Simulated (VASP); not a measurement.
Input of a VASP 6.6.1 run:

File INCAR:

```
SYSTEM = H21O10F
ALGO     = Fast           ! electronic algorithm
EDIFF    = 1E-6           ! SCF threshold, eV
ENCUT    = 520            ! plane-wave cutoff, eV
GGA      = CA             ! functional
ISIF     = 2              ! what is computed and relaxed
ISMEAR   = -1             ! smearing method
LASPH    = .True.         ! aspherical terms in the spheres
LCHARG   = .False.        ! write CHGCAR
LREAL    = Auto         
LWAVE    = .False.        ! write WAVECAR
NBANDS   = 66             ! bands
NELM     = 60             ! most SCF steps
PREC     = Accurate       ! precision mode
SIGMA    = 0.02           ! smearing width, eV
```

The input KPOINTS:

```
k-points
0
Gamma
  1 1 1
  0 0 0
```

Contents of POSCAR:

```
H21O10F
1.0
    7.5723370000      0.0000000000      0.0000000000
    0.0000000000      7.5723370000      0.0000000000
    0.0000000000      0.0000000000      7.5723370000
O H F
10 21 1
Direct
    0.3819956772      0.1419244812      0.3921906804
    0.7674381106      0.2802041166      0.9272830831
    0.2933044316      0.7759955744      0.3048464430
    0.2943344967      0.4491612035      0.8447722282
    0.9809785275      0.5320418254      0.4219965382
    1.0281766382      1.0262749796      0.4862171348
    0.3666899664      0.2252276939      1.0687057377
    0.6163751032      0.6793807513      0.2733634280
    0.9784165707      0.4969139646      0.0818505568
    0.0579081465      0.3074348117      0.6641542763
    0.3315356937      0.0298850936      0.4145615812
    0.3756832270      0.1637011137      0.2597744923
    0.8451155832      0.2846941440      0.8286081298
    0.6674161491      0.3324469051      0.8751855603
    0.2340756889      0.7311613310      0.1928070555
    0.4152614972      0.7253242955      0.3024693698
    0.3578683833      0.5528808345      0.7891751252
    0.1759166292      0.3972089462      0.7593560614
    1.0719015807      0.6234270873      0.4368136283
    0.9854685548      0.5129063854      0.2903727079
    0.9076854345      1.0625781710      0.4525947538
    1.1063823493      1.0298934134      0.3712856414
    0.3358408375      0.1179292469      0.9989122249
    0.3398422442      0.3298057126      0.9794466358
    0.6907246732      0.6161506019      0.3572344971
    0.6963636193      0.7762596937      0.2433066568
    1.0972570291      0.4832193813      0.0225557843
    0.8954963309      0.4241359041      0.0208125972
    0.0141171741      0.3970768866      0.5725709249
    0.0748910145      0.1907337193      0.6058763629
    0.5761365349      1.1044410728      0.4520401033
    0.6874892124      1.0348324434      0.4635557028
```

Potentials or basis: VASP PAW LDA potentials, release 64 (O, H, F).

Run with:

```sh
$ cat potpaw_LDA.64/O/POTCAR potpaw_LDA.64/H/POTCAR potpaw_LDA.64/F/POTCAR > POTCAR
$ mpirun -np 1 vasp_gam > vasp.out
```

Problem. Estimate the largest force.

Solution. 3.522 eV/Å.

Problem. Estimate the pressure.

Solution. -0.6 GPa.

Forces on the atoms (eV/Å):
```
O    1.336  1.530  0.396
O    0.490 -0.469  1.350
O   -1.699 -0.364 -1.243
O   -0.719  1.309 -1.084
O   -0.070  0.436  0.451
O    1.951  0.035 -2.059
O   -0.452 -0.838 -0.931
O    0.405  0.068 -0.064
O    2.953  1.675  0.939
O   -0.497  1.689  1.428
H   -0.486 -1.934  0.175
H    0.085  0.490 -0.230
H    1.856 -0.467 -1.579
H   -2.229  0.714 -0.231
H    0.752  0.575  1.444
H    0.556  0.016 -0.099
H   -0.886 -1.366  0.693
H    1.211 -0.312  0.112
H    0.107  0.287  0.148
H   -0.239 -0.545 -0.658
H   -0.466 -0.231 -0.071
H   -1.697 -0.077  2.202
H    0.339  0.765  0.521
H    0.367 -0.388  0.469
H    0.173 -0.517  0.331
H   -0.307  0.321 -0.157
H   -0.876  0.041  0.256
H   -1.675 -1.447 -0.827
H    0.153 -0.208 -0.547
H    0.103 -0.785 -0.668
H   -0.823 -0.125 -0.624
F    0.284  0.123  0.158
```
